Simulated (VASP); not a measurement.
Write the native input for VASP 6.6.1 that does the following.

| Item | Value |
| --- | --- |
| Task | single point |
| Functional | PBE |
| Potentials or basis | VASP PAW PBE potentials, release 64 (Ti_sv, Se) |
| Cutoff | 520 eV |
| k mesh | 5 × 5 × 5 |
| Occupations | gaussian, width 0.05 eV |
| Spin | collinear spin, ferromagnetic start |
| Starting moments | [1.0, 0.0] μB |
| Fixed moment | 1 μB |
| Hubbard terms | Ti d U = 8 eV |
| Further INCAR settings | ALGO = Normal; EDIFF = 1e-06; NBANDS = 20 |

The structure of TiSe lies in POSCAR:

```
TiSe
1.0
    0.0000000000      3.1030036500      3.1030036500
    3.1030036500      0.0000000000      3.1030036500
    3.1030036500      3.1030036500      0.0000000000
Ti Se
1 1
Direct
    0.0000000000      0.0000000000      0.0000000000
    0.2500000000      0.2500000000      0.2500000000
```

The cell comes from a database or a generator and needn't be the stable form of this composition.

One way to write it, as run:

INCAR

```
SYSTEM = TiSe
  PREC = Accurate
  ENCUT = 520
  EDIFF = 1E-6
  ISMEAR = 0
  SIGMA = 0.05
  LREAL = .False.
  LASPH = .True.
  NELM = 60
  ALGO = Normal
  ISIF = 2
  LWAVE = .False.
  LCHARG = .True.
  ISPIN = 2
  MAGMOM = 1 0
  LORBIT = 11
  NUPDOWN = 1
  LMAXMIX = 4
  LDAU = .True.
  LDAUTYPE = 2
  LDAUL = 2 -1
  LDAUU = 8 0
  LDAUJ = 0 0
  LDAUPRINT = 1
  GGA = PE
  LELF = .True.
  LVHAR = .True.
  NBANDS = 20
```

KPOINTS

```
regular mesh
0
Gamma
  5 5 5
  0 0 0
```

Potentials or basis: VASP PAW PBE potentials, release 64 (Ti_sv, Se).

Launch:

```console
$ cat potpaw_PBE.64/Ti_sv/POTCAR potpaw_PBE.64/Se/POTCAR > POTCAR
$ mpirun -np 1 vasp_std > vasp.out
```

It gave:

The pressure is -0.4 GPa and the net moment is 1.00 μB per cell. The site moments are Ti +1.28; Se -0.12 μB and the valence electrons inside the program's atomic spheres are Ti 9.97; Se 3.92.

Caveat: the total moment is fixed, so each spin has its own Fermi level.

It took 58 s on 1 thread of AMD EPYC 7R13 Processor (Zen 3), with other jobs on the host, peak memory 0.21 GiB.
